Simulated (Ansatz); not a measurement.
Runs of Ansatz 0.2.0 on CdS. Symmetry: P3m1, No. 156, trigonal system. Conventional cell: a = 4.261 Å, b = 4.261 Å, c = 5.804 Å, α = 90.00°, β = 90.00°, γ = 120.00°. Around Cd (site symmetry 3m) lie 3 S at 2.46 Å. S (site symmetry 3m) has 3 Cd at 2.46 Å as nearest neighbours. Measurements of this composition are mostly on another form, of space group No. 186.

```tsv
task	level	spin	cell	k mesh	points for each segment of the path	gap on the mesh (eV)	pressure (GPa)	largest force (eV/Å)
relaxation of cell and atoms	revPBE+D3(BJ)	off	relaxed	7 × 7 × 5	-	(a)	0.0	-
band structure	LDA	SOC, no magnetisation	as given	5 × 5 × 4	14	1.25	-2.5	0.03
band structure	RPBE	off	as given	7 × 7 × 5	14	1.58	(b)	-
band structure	PBEsol	SOC, no magnetisation	as given	5 × 5 × 4	14	1.40	(c)	0.02
band structure	LDA	off	as given	7 × 7 × 5	14	1.26	-2.5	0.03
```

Alike in all rows: potentials or basis Ansatz PAW; cutoff (eV) 420; smearing fermi-dirac 0.05 eV.

Estimate the missing entries.

(a) none; (b) 0.7; (c) -1.5.

Caveats: the PAW data sets come from PBE, with cores solved anew for the run's functional, which leaves a small shift of forces and pressure; the plane-wave basis is chosen anew once the cell has moved, so the energies of steps on either side of that aren't comparable (some runs); pairwise dispersion overbinds metals, which lowers pressure and volume (some runs).

A k mesh can miss the band edges, and rows without SOC leave out spin-orbit coupling on Cd.

Runs at the PBE level aren't shown here.
